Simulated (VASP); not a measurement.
# SiO2 (Stishovite) (P4_2/mnm) in VASP: further runs

The runs below take SiO2 (Stishovite) through relaxation of cell and atoms, with PBEsol.

All numbers are computed with VASP 6.6.1; they aren't measurements. Logs are shortened: lines on timing, memory, paths and dates and some standing lists are left out, and cuts for length are marked.

**1. The structure**

Symmetry: P4_2/mnm, No. 136, tetragonal system. Conventional cell: a = 4.177 Å, b = 4.177 Å, c = 2.665 Å, α = 90.00°, β = 90.00°, γ = 90.00°. Around Si (site symmetry mmm) lie 6 O at 1.76 to 1.81 Å. O (site symmetry m2m) is surrounded by 3 Si at 1.76 to 1.81 Å.

**2. Relaxation of cell and atoms, PBEsol**

The input, INCAR:

```
SYSTEM = SiO2
PREC = Accurate ; ENCUT = 600
EDIFF = 1E-6 ; ISMEAR = 0
SIGMA = 0.03 ; LREAL = .False.
LASPH = .True. ; NELM = 80
ALGO = Normal ; ISIF = 3
LWAVE = .False. ; LCHARG = .False.
GGA = PS ; IBRION = 2
NSW = 90 ; EDIFFG = -0.01
KPAR = 2
```

The input, KPOINTS:

```
Automatic mesh
0
Gamma
  8 8 10
  0 0 0
```

The input, POSCAR:

```
SiO2
1.0
    4.1773000000      0.0000000000      0.0000000000
    0.0000000000      4.1773000000      0.0000000000
    0.0000000000      0.0000000000      2.6652000000
Si O
2 4
Direct
    0.0000000000      0.0000000000      0.0000000000
    0.5000000000      0.5000000000      0.5000000000
    0.3059000000      0.3059000000      0.0000000000
    0.1941000000      0.8059000000      0.5000000000
    0.6941000000      0.6941000000      0.0000000000
    0.8059000000      0.1941000000      0.5000000000
```

Potentials or basis: VASP PAW PBE potentials, release 64 (Si, O).

Launch:

```
> cat potpaw_PBE.64/Si/POTCAR potpaw_PBE.64/O/POTCAR > POTCAR
> mpirun -np 2 vasp_std > vasp.out
```

OUTCAR:

```text
SYSTEM = SiO2
   PREC = Accurate
   ENCUT = 600
   EDIFF = 1E-6
   ISMEAR = 0
   LREAL = .False.
   LASPH = .True.
   NELM = 80
   ISIF = 3
   GGA = PS
   IBRION = 2
   NSW = 90
   EDIFFG = -0.01

 ion  position               nearest neighbor table
   1  0.000  0.000  0.000-   4 1.76   6 1.76   4 1.76   6 1.76   5 1.81   3 1.81
   2  0.500  0.500  0.500-   3 1.76   5 1.76   3 1.76   5 1.76   4 1.81   6 1.81
   3  0.306  0.306  0.000-   2 1.76   2 1.76   1 1.81
   4  0.194  0.806  0.500-   1 1.76   1 1.76   2 1.81
   5  0.694  0.694  0.000-   2 1.76   2 1.76   1 1.81
   6  0.806  0.194  0.500-   1 1.76   1 1.76   2 1.81

  LATTYP: Found a simple tetragonal cell.
 ALAT       =     4.1773000000
 C/A-ratio  =     0.6380197735

  Lattice vectors:

 A1 = (   4.1773000000,   0.0000000000,   0.0000000000)
 A2 = (   0.0000000000,   4.1773000000,   0.0000000000)
 A3 = (   0.0000000000,   0.0000000000,   2.6652000000)

Analysis of symmetry for initial positions (statically):
=====================================================================
 Subroutine PRICEL returns:
 Original cell was already a primitive cell.

 Routine SETGRP: Setting up the symmetry group for a
 simple tetragonal supercell.

 Subroutine GETGRP returns: Found 16 space group operations
 (whereof  8 operations were pure point group operations)
 out of a pool of 16 trial point group operations.

The static configuration has the point symmetry D_2h.
 The point group associated with its full space group is D_4h.

Analysis of symmetry for dynamics (positions and initial velocities):
=====================================================================
 Subroutine PRICEL returns:
 Original cell was already a primitive cell.

 Routine SETGRP: Setting up the symmetry group for a
 simple tetragonal supercell.

 Subroutine GETGRP returns: Found 16 space group operations
 (whereof  8 operations were pure point group operations)
 out of a pool of 16 trial point group operations.

The dynamic configuration has the point symmetry D_2h.
 The point group associated with its full space group is D_4h.

 Subroutine INISYM returns: Found 16 space group operations
 (whereof  8 operations are pure point group operations),
 and found     1 'primitive' translations

----------------------------------------------------------------------------------------

                                     Primitive cell

  volume of cell :      46.5073

  direct lattice vectors                    reciprocal lattice vectors
     4.177300000  0.000000000  0.000000000     0.239389079  0.000000000  0.000000000
     0.000000000  4.177300000  0.000000000     0.000000000  0.239389079  0.000000000
     0.000000000  0.000000000  2.665200000     0.000000000  0.000000000  0.375206363

  length of vectors
     4.177300000  4.177300000  2.665200000     0.239389079  0.239389079  0.375206363

  position of ions in fractional coordinates (direct lattice)
     0.000000000  0.000000000  0.000000000
     0.500000000  0.500000000  0.500000000
     0.305900000  0.305900000  0.000000000
     0.194100000  0.805900000  0.500000000
     0.694100000  0.694100000  0.000000000
     0.805900000  0.194100000  0.500000000

  ion indices of the primitive-cell ions
   primitive index   ion index
                 1           1
                 2           2
                 3           3
                 4           4
                 5           5
                 6           6

----------------------------------------------------------------------------------------

 KPOINTS: Automatic mesh

Automatic generation of k-mesh.
 Grid dimensions read from file:
 generate k-points for:    8    8   10

 Generating k-lattice:

  Cartesian coordinates                     Fractional coordinates (reciprocal lattice)
     0.029923635  0.000000000  0.000000000     0.125000000  0.000000000  0.000000000
     0.000000000  0.029923635  0.000000000     0.000000000  0.125000000  0.000000000
     0.000000000  0.000000000  0.037520636     0.000000000  0.000000000  0.100000000

  Length of vectors
[... 45 lines left out ...]
   EFERMI_NEDOS =   21; number of points for ismear=-14 and -15
   IALGO  =     38    algorithm
   IMIX   =      4    mixing-type and parameters
     AMIX     =   0.40;   BMIX     =  1.00
     AMIX_MAG =   1.60;   BMIX_MAG =  1.00
  volume/ion in A,a.u.               =       7.75        52.31
  Fermi-wavevector in a.u.,A,eV,Ry     =   1.445277  2.731178 28.420200  2.088826
  Thomas-Fermi vector in A             =   2.563477
   LORBIT       =      0    0 simple, 1 ext, 2 COOP (PROOUT), +10 PAW based schemes
   GGA     = PS    functional components
   LHFCALC =     F    Hartree Fock is set to
   AEXX    =    0.0000 exact exchange contribution
   IVDW    =     0    specifies the selected vdW correction
   LEPSILON=     F    determine dielectric tensor
   LRPA    =     F    only Hartree local field effects (RPA)
 conjugate gradient relaxation of ions
 non-spin polarized calculation
 Gauss-broadening in eV      SIGMA  =   0.03
  energy-cutoff  :      600.00
  volume of cell :       46.51
 maximum number of plane-waves:      1576
 NGX is ok and might be reduce to    36
   NGX = 17   NGY = 17   NGZ = 11

--------------------------------------- Ionic step        1  -------------------------------------------

 number of electron      32.0000002 magnetization

 Free energy of the ion-electron system (eV)
  ---------------------------------------------------
  ext. energy  EPLUGINS =         0.00000000
  ---------------------------------------------------
  free energy    TOTEN  =       -48.98636916 eV

  energy without entropy =      -48.98636916  energy(sigma->0) =      -48.98636916

------------------------ aborting loop because EDIFF is reached ----------------------------------------

  FORCE on cell =-STRESS in cart. coord.  units (eV):
  Direction    XX          YY          ZZ          XY          YZ          ZX
  --------------------------------------------------------------------------------------
  -------------------------------------------------------------------------------------
  Total        1.1308945      1.1308945      1.8084618      0.0000000      0.0000000      0.0000000
  in kB       38.9593347     38.9593347     62.3015411      0.0000000      0.0000000      0.0000000
  external PRESSURE =      46.7400701 kB  Pullay stress =       0.0000000 kB
[... 145 lines left out ...]
  energy  without entropy=      -48.9961756651  energy(sigma->0) =      -48.99617567

--------------------------------------- Ionic step        5  -------------------------------------------

 number of electron      32.0000001 magnetization

 Free energy of the ion-electron system (eV)
  ---------------------------------------------------
  ext. energy  EPLUGINS =         0.00000000
  ---------------------------------------------------
  free energy    TOTEN  =       -48.99620579 eV

  energy without entropy =      -48.99620579  energy(sigma->0) =      -48.99620579

 E-fermi :   8.1484     XC(G=0): -12.4666

 val. band max:        8.0050580018   @ k =   0.0000   0.0000   0.0000
 cond. band min:      13.3422598769   @ k =   0.0000   0.0000   0.0000
 fundamental gap:      5.3372018751
 Fermi energy:         8.1483515332

 k-point     1 :       0.0000    0.0000    0.0000
  band No.  band energies     occupation
      1     -14.4392      2.00000
      2     -10.8113      2.00000
      3     -10.8113      2.00000
      4     -10.5640      2.00000
      5      -2.8751      2.00000
      6       1.5750      2.00000
[... 12 lines left out ...]
     19      16.2102      0.00000
[... 513 lines left out ...]
      4     -10.3658      2.00000
      5      -1.0650      2.00000
      6      -1.0650      2.00000
[... 12 lines left out ...]
     19      17.4825      0.00000
     20      17.4825      0.00000

 [... further k-points ...]

------------------------ aborting loop because EDIFF is reached ----------------------------------------

  FORCE on cell =-STRESS in cart. coord.  units (eV):
  Direction    XX          YY          ZZ          XY          YZ          ZX
  --------------------------------------------------------------------------------------
  -------------------------------------------------------------------------------------
  Total        0.0035144      0.0035144      0.0002600      0.0000000      0.0000000      0.0000000
  in kB        0.1194375      0.1194375      0.0088359      0.0000000      0.0000000      0.0000000
  external PRESSURE =       0.0825703 kB  Pullay stress =       0.0000000 kB
[... 21 lines left out ...]
  FREE ENERGIE OF THE ION-ELECTRON SYSTEM (eV)
  ---------------------------------------------------
  free  energy   TOTEN  =       -48.9962057939 eV

  energy  without entropy=      -48.9962057939  energy(sigma->0) =      -48.99620579

 reached required accuracy - stopping structural energy minimisation
```

Wall time 2.1 min (2 MPI ranks of Intel Xeon Platinum 8175M at 2.50GHz (Skylake/Cascade Lake), shared host); peak memory 0.22 GiB.

Results:

* Free energy: -48.9962 eV
* Relaxed volume: 7.86 Å³/atom
* Relaxed cell: a = 4.192 Å, b = 4.192 Å, c = 2.683 Å, α = 90.00°, β = 90.00°, γ = 90.00°
* Space group after relaxing (to 0.05 Å): P4_2/mnm (No. 136)
* Energy gained by relaxing: 1.6 meV/atom
* Ionic steps: 5
* Pressure after relaxing: 0.0 GPa
* Band gap on the k mesh: 5.34 eV, direct

Step by step:
```
step  energy change (eV)  largest force (eV/Å)  pressure (GPa)  volume (Å³)
   1              0.0000                0.0899            4.67        46.51
   2              0.0101                0.2243           -6.12        48.05
   3             -0.0097                0.0461            0.03        47.13
   4             -0.0098                0.0196           -0.01        47.15
   5             -0.0098                0.0012            0.01        47.14
```

Final structure:
```cif
data_structure
_symmetry_space_group_name_H-M 'P 1'
_symmetry_Int_Tables_number 1
_cell_length_a 4.1921
_cell_length_b 4.1921
_cell_length_c 2.6827
_cell_angle_alpha 90.000
_cell_angle_beta 90.000
_cell_angle_gamma 90.000
_cell_volume 47.14
loop_
_atom_site_label
_atom_site_type_symbol
_atom_site_fract_x
_atom_site_fract_y
_atom_site_fract_z
_atom_site_occupancy
Si1 Si 0.00000 0.00000 0.00000 1
Si2 Si 0.50000 0.50000 0.50000 1
O1 O 0.30582 0.30582 0.00000 1
O2 O 0.19418 0.80582 0.50000 1
O3 O 0.69418 0.69418 0.00000 1
O4 O 0.80582 0.19418 0.50000 1
```

Levels at points of the mesh, in eV from the valence-band top:
```csv
k point,band 14,band 15,band 16,band 17,band 18,band 19
"(0.00, 0.00, 0.00)",-0.88,-0.88,0.00,5.34,6.45,8.21
"(0.50, 0.00, 0.00)",-2.69,-1.07,-1.07,7.48,7.48,8.79
"(0.50, 0.50, 0.00)",-2.70,-2.27,-2.27,7.17,7.17,9.79
"(0.00, 0.00, 0.50)",-3.09,-2.68,-2.68,8.86,8.86,12.33
"(0.50, 0.00, 0.50)",-2.28,-1.76,-1.76,8.56,8.56,9.62
"(0.50, 0.50, 0.50)",-1.75,-1.55,-1.55,6.94,6.94,10.75
```

Caveat: the PAW data sets were made with another functional, which shifts forces and pressure a little. A k mesh can miss the band edges.

**3. Relaxation of cell and atoms, PBEsol**

This run uses another cell than the first one, of 7.86 Å³/atom, 1.014 times its volume.

The input, INCAR:

```
SYSTEM = SiO2
PREC = Accurate ; ENCUT = 600
EDIFF = 1E-7 ; ISMEAR = 0
SIGMA = 0.03 ; LREAL = .False.
LASPH = .True. ; NELM = 80
ALGO = Normal ; ISIF = 3
LWAVE = .False. ; LCHARG = .False.
GGA = PS ; IBRION = 2
NSW = 90 ; EDIFFG = -0.005
KPAR = 2
```

KPOINTS is that of step 2.

The input, POSCAR:

```
SiO2                                    
1.0
    4.1920503194      0.0000000000      0.0000000000
   -0.0000000000      4.1920503194      0.0000000000
    0.0000000000      0.0000000000      2.6827024099
  Si              O             
     2     4
Direct
     0.0000000000000000    0.0000000000000000    0.0000000000000000
     0.5000000000000000    0.5000000000000000    0.5000000000000000
     0.3058244602812249    0.3058244602812249    0.0000000000000000
     0.1941755397187751    0.8058244602812249    0.5000000000000000
     0.6941755397187751    0.6941755397187751    0.0000000000000000
     0.8058244602812249    0.1941755397187751    0.5000000000000000
```

Potentials or basis: VASP PAW PBE potentials, release 64 (Si, O).

Launch:

```
> cat potpaw_PBE.64/Si/POTCAR potpaw_PBE.64/O/POTCAR > POTCAR
> mpirun -np 2 vasp_std > vasp.out
```

Wall time 44 s (2 MPI ranks of Intel Xeon Platinum 8175M at 2.50GHz (Skylake/Cascade Lake), shared host); peak memory 0.22 GiB.

It converged, with:

| Property | Result |
| --- | --- |
| Free energy | -48.9986 eV |
| Pressure after relaxing | 0.0 GPa |
| Band gap on the k mesh | 5.34 eV, direct |

Final structure:
```cif
data_structure
_symmetry_space_group_name_H-M 'P 1'
_symmetry_Int_Tables_number 1
_cell_length_a 4.1921
_cell_length_b 4.1921
_cell_length_c 2.6827
_cell_angle_alpha 90.000
_cell_angle_beta 90.000
_cell_angle_gamma 90.000
_cell_volume 47.14
loop_
_atom_site_label
_atom_site_type_symbol
_atom_site_fract_x
_atom_site_fract_y
_atom_site_fract_z
_atom_site_occupancy
Si1 Si 0.00000 0.00000 0.00000 1
Si2 Si 0.50000 0.50000 0.50000 1
O1 O 0.30582 0.30582 0.00000 1
O2 O 0.19418 0.80582 0.50000 1
O3 O 0.69418 0.69418 0.00000 1
O4 O 0.80582 0.19418 0.50000 1
```

Levels at points of the mesh, in eV from the valence-band top:
```tsv
k point	band 14	band 15	band 16	band 17	band 18	band 19
(0.00, 0.00, 0.00)	-0.88	-0.88	0.00	5.34	6.45	8.21
(0.50, 0.00, 0.00)	-2.69	-1.07	-1.07	7.48	7.48	8.79
(0.50, 0.50, 0.00)	-2.70	-2.27	-2.27	7.17	7.17	9.79
(0.00, 0.00, 0.50)	-3.09	-2.68	-2.68	8.86	8.86	12.33
(0.50, 0.00, 0.50)	-2.28	-1.76	-1.76	8.56	8.56	9.62
(0.50, 0.50, 0.50)	-1.75	-1.55	-1.55	6.94	6.94	10.75
```

Caveat: the relaxation stopped at its first step, so nothing moved; the PAW data sets were made with another functional, which shifts forces and pressure a little. Expect the measured gap to be larger: semilocal functionals such as PBEsol lack the derivative discontinuity.

**4. Relaxation of cell and atoms, PBEsol**

The input, INCAR:

```
  PREC = Accurate
  ENCUT = 600
  EDIFF = 1E-6
  ISMEAR = 0
  SIGMA = 0.03
  LREAL = F
  LASPH = T
  NELM = 80
  ALGO = Normal
  ISIF = 3
  LWAVE = F
  LCHARG = F
  GGA = PS
  IBRION = 2
  NSW = 90
  EDIFFG = -0.01
  KPAR = 2
```

The input, KPOINTS:

```
regular mesh
0
Gamma
  8 8 10
```

The input, POSCAR:

```
SiO2
1.0
    4.1773000000      0.0000000000      0.0000000000
    0.0000000000      4.1773000000      0.0000000000
    0.0000000000      0.0000000000      2.6652000000
Si O
2 4
Direct
    0.0000000000      0.0000000000      0.0000000000
    0.5000000000      0.5000000000      0.5000000000
    0.3059000000      0.3059000000      0.0000000000
    0.1941000000      0.8059000000      0.5000000000
    0.6941000000      0.6941000000      0.0000000000
    0.8059000000      0.1941000000      0.5000000000
```

Launch:

```
> cat potpaw_PBE.64/Si/POTCAR potpaw_PBE.64/O/POTCAR > POTCAR
> mpirun -np 2 vasp_std > vasp.out
```

Run time: 100 s. Hardware: 2 MPI ranks of Intel Xeon Platinum 8259CL at 2.50GHz (Skylake/Cascade Lake), shared host; peak memory 0.22 GiB.

It converged, with:

```yaml
Free_energy: -48.9962 eV
Relaxed_volume: 7.86 Å³/atom
Relaxed_cell: a = 4.192 Å, b = 4.192 Å, c = 2.683 Å, α = 90.00°, β = 90.00°, γ = 90.00°
Space_group_after_relaxing_to_0.05_Å: P4_2/mnm (No. 136)
Energy_gained_by_relaxing: 1.6 meV/atom
Ionic_steps: 5
Pressure_after_relaxing: 0.0 GPa
Band_gap_on_the_k_mesh: 5.34 eV, direct
```

Step by step:
```csv
step,energy change (eV),largest force (eV/Å),pressure (GPa),volume (Å³)
1,0.0000,0.0899,4.67,46.51
2,0.0101,0.2243,-6.12,48.05
3,-0.0097,0.0461,0.03,47.13
4,-0.0098,0.0196,-0.01,47.15
5,-0.0098,0.0012,0.01,47.14
```

Final structure:
```xyz
6
Lattice="4.1921 0.0000 0.0000 0.0000 4.1921 0.0000 0.0000 0.0000 2.6827" Properties=species:S:1:pos:R:3 pbc="T T T"
Si    0.0000    0.0000    0.0000
Si    2.0960    2.0960    1.3414
O     1.2820    1.2820    0.0000
O     0.8140    3.3781    1.3414
O     2.9100    2.9100    0.0000
O     3.3781    0.8140    1.3414
```

Levels at points of the mesh, in eV from the valence-band top:
| k point | band 14 | band 15 | band 16 | band 17 | band 18 | band 19 |
| --- | --- | --- | --- | --- | --- | --- |
| (0.00, 0.00, 0.00) | -0.88 | -0.88 | 0.00 | 5.34 | 6.45 | 8.21 |
| (0.50, 0.00, 0.00) | -2.69 | -1.07 | -1.07 | 7.48 | 7.48 | 8.79 |
| (0.50, 0.50, 0.00) | -2.70 | -2.27 | -2.27 | 7.17 | 7.17 | 9.79 |
| (0.00, 0.00, 0.50) | -3.09 | -2.68 | -2.68 | 8.86 | 8.86 | 12.33 |
| (0.50, 0.00, 0.50) | -2.28 | -1.76 | -1.76 | 8.56 | 8.56 | 9.62 |
| (0.50, 0.50, 0.50) | -1.75 | -1.55 | -1.55 | 6.94 | 6.94 | 10.75 |

Caveat: the PAW data sets were made with another functional, which shifts forces and pressure a little. A k mesh can miss the band edges.

**5. Relaxation of cell and atoms, PBEsol**

This run uses another cell than the first one, of 7.86 Å³/atom, 1.014 times its volume.

INCAR, as its differences from that of step 4:

```diff
@@ -2,3 +2,3 @@
   ENCUT = 600
-  EDIFF = 1E-6
+  EDIFF = 1E-7
   ISMEAR = 0
@@ -15,3 +15,3 @@
   NSW = 90
-  EDIFFG = -0.01
+  EDIFFG = -0.005
   KPAR = 2
```

KPOINTS is that of step 4.

The input, POSCAR:

```
SiO2                                    
1.0
    4.1920503194      0.0000000000      0.0000000000
   -0.0000000000      4.1920503194      0.0000000000
    0.0000000000      0.0000000000      2.6827024099
  Si              O             
     2     4
Direct
     0.0000000000000000    0.0000000000000000    0.0000000000000000
     0.5000000000000000    0.5000000000000000    0.5000000000000000
     0.3058244602812249    0.3058244602812249    0.0000000000000000
     0.1941755397187751    0.8058244602812249    0.5000000000000000
     0.6941755397187751    0.6941755397187751    0.0000000000000000
     0.8058244602812249    0.1941755397187751    0.5000000000000000
```

Launch:

```
> cat potpaw_PBE.64/Si/POTCAR potpaw_PBE.64/O/POTCAR > POTCAR
> mpirun -np 2 vasp_std > vasp.out
```

It took 36 s on 2 MPI ranks of Intel Xeon Platinum 8259CL at 2.50GHz (Skylake/Cascade Lake), shared host; peak memory 0.22 GiB.

It converged, with:

```yaml
Free_energy: -48.9986 eV
Pressure_after_relaxing: 0.0 GPa
Band_gap_on_the_k_mesh: 5.34 eV, direct
```

Final structure:
```xyz
6
Lattice="4.1921 0.0000 0.0000 0.0000 4.1921 0.0000 0.0000 0.0000 2.6827" Properties=species:S:1:pos:R:3 pbc="T T T"
Si    0.0000    0.0000    0.0000
Si    2.0960    2.0960    1.3414
O     1.2820    1.2820    0.0000
O     0.8140    3.3781    1.3414
O     2.9100    2.9100    0.0000
O     3.3781    0.8140    1.3414
```

Levels at points of the mesh, in eV from the valence-band top:
| k point | band 12 | band 13 | band 14 | band 15 | band 16 | band 17 | band 18 | band 19 | band 20 |
| --- | --- | --- | --- | --- | --- | --- | --- | --- | --- |
| (0.00, 0.00, 0.00) | -3.14 | -2.52 | -0.88 | -0.88 | 0.00 | 5.34 | 6.45 | 8.21 | 8.21 |
| (0.50, 0.00, 0.00) | -3.89 | -2.69 | -2.69 | -1.07 | -1.07 | 7.48 | 7.48 | 8.79 | 8.79 |
| (0.50, 0.50, 0.00) | -3.27 | -2.70 | -2.70 | -2.27 | -2.27 | 7.17 | 7.17 | 9.79 | 9.79 |
| (0.00, 0.00, 0.50) | -4.64 | -3.09 | -3.09 | -2.68 | -2.68 | 8.86 | 8.86 | 12.33 | 12.33 |
| (0.50, 0.00, 0.50) | -4.00 | -2.28 | -2.28 | -1.76 | -1.76 | 8.56 | 8.56 | 9.62 | 9.62 |
| (0.50, 0.50, 0.50) | -4.50 | -1.75 | -1.75 | -1.55 | -1.55 | 6.94 | 6.94 | 10.75 | 10.75 |

Caveat: the relaxation stopped at its first step, so nothing moved; the PAW data sets were made with another functional, which shifts forces and pressure a little. Expect the measured gap to be larger: semilocal functionals such as PBEsol lack the derivative discontinuity.
